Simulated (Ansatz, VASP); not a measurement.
**Y: VASP beside Ansatz**

```
Y
1.0
     3.64740    0.00000    0.00000
    -1.82370    3.15874    0.00000
     0.00000    0.00000    5.73060
Y
2
Direct
  0.33333 0.66667 0.25000
  0.66667 0.33333 0.75000
```

Alike in both runs: task single point; functional PBE; k mesh 6 × 6 × 4; occupations gaussian, width 0.1 eV; no spin polarisation.

```csv
,VASP,Ansatz
version,VASP 6.6.1,Ansatz 0.2.0
potentials or method,"VASP PAW PBE potentials, release 64 (Y_sv)","scalar-relativistic, plane waves, PAW"
plane-wave cutoff (eV),520,420
valence electrons in the cell,22,22
```

VASP gave:

| Quantity | Value |
| --- | --- |
| gap on the k mesh at the Fermi level (eV) | none |
| pressure (GPa) | -0.2 |
| largest component of the traceless stress (GPa) | 0.71 |

Q: Which values does Ansatz return?

A: gap on the k mesh at the Fermi level (eV): none; pressure (GPa): -0.1; largest component of the traceless stress (GPa): 0.71.

A gap of «none» marks a metal or a gap that the smearing closes.
